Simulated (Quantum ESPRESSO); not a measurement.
Sn:

```
Sn
1.0
    -2.94014    2.94014    1.59930
     2.94014   -2.94014    1.59930
     2.94014    2.94014   -1.59930
Sn
2
Direct
  0.00000 0.00000 0.00000
  0.75000 0.25000 0.50000
```

| Quantity | Value |
| --- | --- |
| Program | Quantum ESPRESSO 7.5 |
| Task | phonons and electron-phonon coupling |
| Functional | PBE |
| Potentials or basis | SPMS 1.0 PBE |
| Cutoff | 884 eV |
| Density cutoff | 3537 eV |
| k mesh | 6 × 6 × 6 |
| Occupations | methfessel-paxton, width 0.272 eV |
| Spin | no spin polarisation |
| Mixing beta | 0.5 |
| Most SCF iterations | 120 |
| SCF threshold | 4e-10 Ry |
| q mesh | 2 × 2 × 2 |

The cell and the atoms were relaxed first, to 28.47 Å³/atom (a = 4.514 Å, b = 4.514 Å, c = 4.514 Å, α = 97.19°, β = 97.19°, γ = 138.56°), and the response was taken there.

```xyz
2
Lattice="-2.9856 2.9856 1.5971 2.9856 -2.9856 1.5971 2.9856 2.9856 -1.5971" Properties=species:S:1:pos:R:3 pbc="T T T"
Sn    0.0000    0.0000    0.0000
Sn    0.0000    2.9856    0.7985
```

**Question.** Is this structure dynamically stable at this level, and how far does the spectrum reach?

**Answer.** No: the interpolated spectrum has imaginary modes, down to 22i cm⁻¹ near q = (-0.41, 0.41, 0.41). The highest frequency is 130 cm⁻¹.

Phonon frequencies at the corners of the path (cm⁻¹, interpolated; i marks imaginary ones):
| point | frequencies |
| --- | --- |
| Γ | 0 0 0 24 109 109 |
| X | 18 18 93 93 102 102 |
| M | 17i 17i 17 17 130 130 |
| Z | 10i 10i 91 92 116 116 |
| P | 66 66 88 88 122 122 |
| N | 30 68 70 110 113 118 |
| Z1 | 10i 10i 91 92 116 116 |

Phonon states per cell in windows of 10 cm⁻¹ (negative: imaginary):
```
from (cm⁻¹)  total
        -30   0.00
        -20   0.01
        -10   0.05
          0   0.11
         10   0.27
         20   0.44
         30   0.49
         40   0.41
         50   0.41
         60   0.38
         70   0.42
         80   0.47
         90   0.39
        100   0.83
        110   1.01
        120   0.31
```

A q mesh this small can miss soft modes between its points.

Caveat: the k mesh is coarse (spacing up to 0.37 Å⁻¹), so the values aren't converged; the mesh is thin for the phonons of a metal; some modes are imaginary; the interpolated spectrum has imaginary branches, which spoil the λ, ω_log and α²F that the log prints; λ from interpolated matrix elements is rough: modes that symmetry makes equal can differ by tens of percent; the q mesh is small, so phonon branches between its points and thermal values are rough.
